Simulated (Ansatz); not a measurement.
SnO2:

```
Sn O
1.0
     0.00000    2.57415    2.57415
     2.57415    0.00000    2.57415
     2.57415    2.57415    0.00000
Sn O
1 2
Cartesian
  0.0000 0.0000 0.0000
  3.8612 3.8612 3.8612
  1.2871 1.2871 1.2871
```

Measurements of this composition are mostly on another form, of space group No. 136.

```yaml
Program: Ansatz 0.2.0
Task: single point
Functional: PBE
Potentials_or_basis: all-electron LAPW, scalar-relativistic
Cutoff: 344 eV (chosen from the basis error)
Basis_error_allowed: 0.001 eV/atom
k_mesh: 9 × 9 × 9
Occupations: fermi-dirac, width 0.05 eV
Spin: no spin polarisation
```

On this cell: pressure -0.6 GPa; largest force zero by symmetry; band gap on the k mesh none (metal or under the smearing width).

The same run follows on a disturbed copy (atoms moved at random, drawn with an rms of 0.05 Å):

```
Sn O
1.0
     0.00000    2.57415    2.57415
     2.57415    0.00000    2.57415
     2.57415    2.57415    0.00000
Sn O
1 2
Direct
  0.99723 0.98179 0.02190
  0.74698 0.75217 0.75956
  0.23428 0.27534 0.24113
```

**Question.** What does the disturbed cell give?

**Answer.** The energy (extrapolated to zero smearing) moves by +24.3 meV/atom; pressure 0.7 GPa; largest force 1.177 eV/Å; band gap on the k mesh none (metal or under the smearing width).

Forces on the atoms (eV/Å):
```
Sn   0.382 -0.611  0.596
O    0.026 -0.340 -0.037
O   -0.408  0.951 -0.560
```

Stress tensor (GPa, compression positive):
```
 0.49 -0.74  1.20
-0.74  1.22 -1.03
 1.20 -1.03  0.48
```

The runs don't all hold the same shells in valence.
